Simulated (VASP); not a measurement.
Input of a VASP 6.6.1 run:

The input INCAR:

```
SYSTEM = C
PREC = Accurate ; ENCUT = 500
EDIFF = 1E-6 ; ISMEAR = 0
SIGMA = 0.02 ; LREAL = .False.
LASPH = .True. ; NELM = 60
ALGO = Normal ; ISIF = 2
LWAVE = .False. ; LCHARG = .False.
GGA = PE
```

KPOINTS

```
regular mesh
0
Gamma
  6 6 6
  0 0 0
```

Contents of POSCAR:

```
C
1.0
    1.2331880975      0.7119814801      8.2826151019
   -1.2331880975      0.7119814801      8.2826151019
    0.0000000000     -1.4239629601      8.2826151019
C
4
Direct
    0.0871730800      0.0871730800      0.0871730800
    0.7538500600      0.7538500600      0.7538500600
    0.2461499400      0.2461499400      0.2461499400
    0.9128269200      0.9128269200      0.9128269200
```

Potentials or basis: VASP PAW PBE potentials, release 64 (C_GW).

Launch:

```console
$ cat potpaw_PBE.64/C_GW/POTCAR > POTCAR
$ mpirun -np 1 vasp_std > vasp.out
```

Predict the band gap on the k mesh.

0.18 eV, direct.

Estimate the largest force.

0.012 eV/Å.

Predict the pressure.

-0.5 GPa.

Stress tensor (GPa, compression positive):
```
-0.26  0.00  0.00
 0.00 -0.26  0.00
 0.00  0.00 -0.96
```

Caveat: the k mesh is coarse (spacing up to 0.49 Å⁻¹), so the values aren't converged; the cutoff is under 1.25 times the usual one of these potentials, so pressure, stress and relaxed cells hold a basis-set (Pulay) error. A k mesh can miss the band edges.
